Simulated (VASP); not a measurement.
# Si (Fd-3m) in VASP: single point with r2SCAN

Aim: the single point of Si with r2SCAN.

All numbers are computed with VASP 6.6.1; they aren't measurements. Logs are shortened: lines on timing, memory, paths and dates and some standing lists are left out, and cuts for length are marked.

## Step 1: The undisturbed crystal

Symmetry: Fd-3m, No. 227, cubic system. Conventional cell: a = 5.431 Å, b = 5.431 Å, c = 5.431 Å, α = 90.00°, β = 90.00°, γ = 90.00°. Si (site symmetry -43m) has 4 Si at 2.35 Å as nearest neighbours.

## Step 2: Single point, r2SCAN (functional r2scan, volume scaled by 1.04)

The input, POSCAR:

```
Si
1.0
    0.0000000000      2.7512039663      2.7512039663
    2.7512039663      0.0000000000      2.7512039663
    2.7512039663      2.7512039663      0.0000000000
Si
2
Direct
    0.5000000000      0.5000000000      0.5000000000
    0.7500000000      0.7500000000      0.7500000000
```

The input, INCAR.step1:

```
PREC = Accurate ; ENCUT = 520
ISMEAR = -1 ; SIGMA = 0.08
LREAL = False ; LASPH = True
NELM = 100 ; NBANDS = 11
GGA = PE ; ALGO = Normal
EDIFF = 1E-4 ; LWAVE = True
LCHARG = False
```

The input, INCAR.step2:

```
PREC = Accurate ; ENCUT = 520
EDIFF = 1E-7 ; ISMEAR = -1
SIGMA = 0.08 ; LREAL = False
LASPH = True ; NELM = 100
ALGO = Normal ; ISIF = 2
LWAVE = False ; LCHARG = False
METAGGA = R2SCAN ; LMIXTAU = True
NBANDS = 11 ; ISTART = 1
```

The input, KPOINTS:

```
regular mesh
0
Gamma
  11 11 11
```

Potentials or basis: VASP PAW PBE potentials, release 64 (Si).

Run with:

```sh
$ cat potpaw_PBE.64/Si/POTCAR > POTCAR
$ cp INCAR.step1 INCAR
$ mpirun -np 1 vasp_std > vasp.out
$ cp INCAR.step2 INCAR
$ mpirun -np 1 vasp_std > vasp.out
```

OUTCAR:

```text
PREC = Accurate
   ENCUT = 520
   EDIFF = 1E-7
   ISMEAR = -1
   LREAL = False
   LASPH = True
   NELM = 100
   ISIF = 2
   METAGGA = R2SCAN
   ISTART = 1

 ion  position               nearest neighbor table
   1  0.500  0.500  0.500-   2 2.38   2 2.38   2 2.38   2 2.38
   2  0.750  0.750  0.750-   1 2.38   1 2.38   1 2.38   1 2.38

  LATTYP: Found a face centered cubic cell.
 ALAT       =     5.5024079326

  Lattice vectors:

 A1 = (   0.0000000000,   2.7512039663,   2.7512039663)
 A2 = (   2.7512039663,   0.0000000000,   2.7512039663)
 A3 = (   2.7512039663,   2.7512039663,   0.0000000000)

Analysis of symmetry for initial positions (statically):
=====================================================================
 Subroutine PRICEL returns:
 Original cell was already a primitive cell.

 Routine SETGRP: Setting up the symmetry group for a
 face centered cubic supercell.

 Subroutine GETGRP returns: Found 48 space group operations
 (whereof 24 operations were pure point group operations)
 out of a pool of 48 trial point group operations.

The static configuration has the point symmetry T_d .
 The point group associated with its full space group is O_h .

Analysis of symmetry for dynamics (positions and initial velocities):
=====================================================================
 Subroutine PRICEL returns:
 Original cell was already a primitive cell.

 Routine SETGRP: Setting up the symmetry group for a
 face centered cubic supercell.

 Subroutine GETGRP returns: Found 48 space group operations
 (whereof 24 operations were pure point group operations)
 out of a pool of 48 trial point group operations.

The dynamic configuration has the point symmetry T_d .
 The point group associated with its full space group is O_h .

 Subroutine INISYM returns: Found 48 space group operations
 (whereof 24 operations are pure point group operations),
 and found     1 'primitive' translations

----------------------------------------------------------------------------------------

                                     Primitive cell

  volume of cell :      41.6484

  direct lattice vectors                    reciprocal lattice vectors
     0.000000000  2.751203966  2.751203966    -0.181738616  0.181738616  0.181738616
     2.751203966  0.000000000  2.751203966     0.181738616 -0.181738616  0.181738616
     2.751203966  2.751203966  0.000000000     0.181738616  0.181738616 -0.181738616

  length of vectors
     3.890789962  3.890789962  3.890789962     0.314780516  0.314780516  0.314780516

  position of ions in fractional coordinates (direct lattice)
     0.500000000  0.500000000  0.500000000
     0.750000000  0.750000000  0.750000000

  ion indices of the primitive-cell ions
   primitive index   ion index
                 1           1
                 2           2

----------------------------------------------------------------------------------------

 KPOINTS: regular mesh

Automatic generation of k-mesh.
 Grid dimensions read from file:
 generate k-points for:   11   11   11

 Generating k-lattice:

  Cartesian coordinates                     Fractional coordinates (reciprocal lattice)
    -0.016521692  0.016521692  0.016521692     0.090909091  0.000000000  0.000000000
     0.016521692 -0.016521692  0.016521692     0.000000000  0.090909091  0.000000000
     0.016521692  0.016521692 -0.016521692     0.000000000  0.000000000  0.090909091

  Length of vectors
     0.028616411  0.028616411  0.028616411

  Shift w.r.t. Gamma in fractional coordinates (k-lattice)
     0.000000000  0.000000000  0.000000000

 Subroutine IBZKPT returns following result:
 ===========================================

 Found     56 irreducible k-points:

 Following reciprocal coordinates:
            Coordinates               Weight
  0.000000  0.000000  0.000000      1.000000
  0.090909  0.000000  0.000000      8.000000
  0.181818  0.000000  0.000000      8.000000
  0.272727  0.000000  0.000000      8.000000
  0.363636  0.000000  0.000000      8.000000
  0.454545  0.000000  0.000000      8.000000
[... 16 lines left out ...]
 -0.272727  0.181818  0.000000     24.000000
 -0.181818  0.181818  0.000000     12.000000
 [... further k-points ...]
   k-points           NKPTS =     56   k-points in BZ     NKDIM =     56   number of bands    NBANDS=     11
   number of dos      NEDOS =    301   number of ions     NIONS =      2
   total plane-waves  NPLWV =  27000
   dimension x,y,z NGX =    30 NGY =   30 NGZ =   30
   dimension x,y,z NGXF=    60 NGYF=   60 NGZF=   60
   ions per type =               2
   NGX,Y,Z   is equivalent  to a cutoff of  12.82, 12.82, 12.82 a.u.
   NGXF,Y,Z  is equivalent  to a cutoff of  25.64, 25.64, 25.64 a.u.
 SYSTEM =  unknown system
   PREC   = accura    normal or accurate (medium, high low for compatibility)
   ISTART =      1    job   : 0-new  1-cont  2-samecut
   ICHARG =      0    charge: 1-file 2-atom 10-const
   ISPIN  =      1    spin polarized calculation?
   LNONCOLLINEAR =      F non collinear calculations
   LSORBIT =      F    spin-orbit coupling
   LASPH  =      T    aspherical Exc in radial PAW
   ENCUT  =  520.0 eV  38.22 Ry    6.18 a.u.   7.23  7.23  7.23*2*pi/ulx,y,z
   NELM   =    100;   NELMIN=  2; NELMDL=  0     # of ELM steps
   EDIFF  = 0.1E-06   stopping-criterion for ELM
   LREAL  =      F    real-space projection
   EDIFFG = 0.1E-05   stopping-criterion for IOM
   NSW    =      0    number of steps for IOM
   IBRION =     -1    ionic relax: 0-MD 1-quasi-New 2-CG
   NFREE  =      0    steps in history (QN), initial steepest desc. (CG)
   ISIF   =      2    stress and relaxation
   ISYM   =      2    0-nonsym 1-usesym 2-fastsym
   POTIM  = 0.5000    time-step for ionic-motion
   TEBEG  =    0.0;   TEEND  =   0.0 temperature during run
   PSTRESS=    0.0 pullay stress
   NELECT =       8.0000    total number of electrons
   NUPDOWN=      -1.0000    fix difference up-down
   EMIN   =  10.00;   EMAX   =-10.00  energy-range for DOS
   EFERMI =   0.00;   METHOD = LEGACY
   ISMEAR =    -1;   SIGMA  =   0.08  broadening in eV -4-tet -1-fermi 0-gaus
   EFERMI_NEDOS =   21; number of points for ismear=-14 and -15
   IALGO  =     38    algorithm
   IMIX   =      4    mixing-type and parameters
     AMIX     =   0.40;   BMIX     =  1.00
     AMIX_MAG =   1.60;   BMIX_MAG =  1.00
  volume/ion in A,a.u.               =      20.82       140.53
  Fermi-wavevector in a.u.,A,eV,Ry     =   0.944580  1.784997 12.139543  0.892231
  Thomas-Fermi vector in A             =   2.072398
   LORBIT       =      0    0 simple, 1 ext, 2 COOP (PROOUT), +10 PAW based schemes
   METAGGA = R2SCAN    functional components
   LHFCALC =     F    Hartree Fock is set to
   AEXX    =    0.0000 exact exchange contribution
   IVDW    =     0    specifies the selected vdW correction
   LEPSILON=     F    determine dielectric tensor
   LRPA    =     F    only Hartree local field effects (RPA)
 non-spin polarized calculation
  energy-cutoff  :      520.00
  volume of cell :       41.65
 maximum number of plane-waves:      1139
 NGX is ok and might be reduce to    30
   NGX = 15   NGY = 15   NGZ = 15

 number of electron       8.0000001 magnetization

 Free energy of the ion-electron system (eV)
  ---------------------------------------------------
  ext. energy  EPLUGINS =         0.00000000
  ---------------------------------------------------
  free energy    TOTEN  =       -17.53617384 eV

  energy without entropy =      -17.53610090  energy(sigma->0) =      -17.53613737

 E-fermi :   5.7531     XC(G=0):  -9.6993

 val. band max:        5.3437603350   @ k =   0.0000   0.0000   0.0000
 cond. band min:       6.2130786741   @ k =   0.4545   0.4545   0.0000
 fundamental gap:      0.8693183390
 Fermi energy:         5.7531132258

 k-point     1 :       0.0000    0.0000    0.0000
  band No.  band energies     occupation
      1      -6.9069      2.00000
      2       5.3438      1.98808
      3       5.3438      1.98808
      4       5.3438      1.98808
      5       8.0832      0.00000
      6       8.0832      0.00000
      7       8.0832      0.00000
      8       8.8519      0.00000
      9      13.4516      0.00000
     10      13.4516      0.00000
     11      13.8653      0.00000

 k-point     2 :       0.0909    0.0000    0.0000
  band No.  band energies     occupation
      1      -6.7967      2.00000
      2       4.3444      2.00000
      3       5.1737      1.99857
      4       5.1737      1.99857
      5       8.1201      0.00000
      6       8.3346      0.00000
      7       8.3346      0.00000
      8       9.6559      0.00000
      9      13.1557      0.00000
     10      13.1557      0.00000
     11      14.3075      0.00000

 k-point     3 :       0.1818    0.0000    0.0000
  band No.  band energies     occupation
      1      -6.4705      2.00000
      2       2.6321      2.00000
      3       4.8239      1.99998
      4       4.8239      1.99998
      5       7.8270      0.00000
      6       8.8252      0.00000
      7       8.8252      0.00000
      8      11.3024      0.00000
      9      12.8134      0.00000
     10      12.8134      0.00000
     11      15.0447      0.00000
[... 267 lines left out ...]
 k-point    23 :      -0.2727    0.1818    0.0000
  band No.  band energies     occupation
      1      -5.1386      2.00000
      2      -0.0436      2.00000
      3       2.1619      2.00000
      4       4.2108      2.00000
      5       8.2329      0.00000
      6       9.8261      0.00000
      7       9.9870      0.00000
      8      12.0441      0.00000
      9      12.2826      0.00000
     10      15.9701      0.00000
     11      17.7127      0.00000

 k-point    24 :      -0.1818    0.1818    0.0000
  band No.  band energies     occupation
      1      -5.7645      2.00000
      2       1.1723      2.00000
      3       2.6558      2.00000
      4       4.6325      2.00000
      5       8.5446      0.00000
      6       9.3084      0.00000
      7       9.6569      0.00000
      8      11.3497      0.00000
      9      11.8431      0.00000
     10      15.7577      0.00000
     11      16.5396      0.00000

 [... further k-points ...]

------------------------ aborting loop because EDIFF is reached ----------------------------------------

  FORCE on cell =-STRESS in cart. coord.  units (eV):
  Direction    XX          YY          ZZ          XY          YZ          ZX
  --------------------------------------------------------------------------------------
  -------------------------------------------------------------------------------------
  Total       -0.8106203     -0.8106203     -0.8106203     -0.0000000      0.0000000     -0.0000000
  in kB      -31.1838475    -31.1838475    -31.1838475     -0.0000000      0.0000000     -0.0000000
  external PRESSURE =     -31.1838475 kB  Pullay stress =       0.0000000 kB

 VOLUME and BASIS-vectors are now :
 -----------------------------------------------------------------------------
  energy-cutoff  :      520.00
  volume of cell :       41.65
      direct lattice vectors                 reciprocal lattice vectors
     0.000000000  2.751203966  2.751203966    -0.181738616  0.181738616  0.181738616
     2.751203966  0.000000000  2.751203966     0.181738616 -0.181738616  0.181738616
     2.751203966  2.751203966  0.000000000     0.181738616  0.181738616 -0.181738616

 POSITION                                       TOTAL-FORCE (eV/Angst)
 -----------------------------------------------------------------------------------
      2.75120      2.75120      2.75120         0.000000      0.000000      0.000000
      4.12681      4.12681      4.12681        -0.000000     -0.000000     -0.000000
 -----------------------------------------------------------------------------------
    total drift:                                0.000000     -0.000000     -0.000000

  FREE ENERGIE OF THE ION-ELECTRON SYSTEM (eV)
  ---------------------------------------------------
  free  energy   TOTEN  =       -17.5361738424 eV

  energy  without entropy=      -17.5361009036  energy(sigma->0) =      -17.53613737
```

Run time: 56 s. Hardware: 1 thread of AMD EPYC 9R45 (Zen 5), shared host; peak memory 0.14 GiB.

Results:

| Quantity | Value |
| --- | --- |
| Free energy | -17.5362 eV |
| Pressure | -3.1 GPa |
| Band gap on the k mesh | 0.87 eV, indirect (least direct gap 2.74 eV) |

Levels at points of the mesh, in eV from the valence-band top:
```tsv
k point	band 1	band 2	band 3	band 4	band 5	band 6	band 7	band 8
(0.00, 0.00, 0.00)	-12.25	0.00	0.00	0.00	2.74	2.74	2.74	3.51
```

Caveat: the PAW data sets were made with another functional, which shifts forces and pressure a little; an odd mesh through Γ misses points on the zone boundary, where band edges often lie.
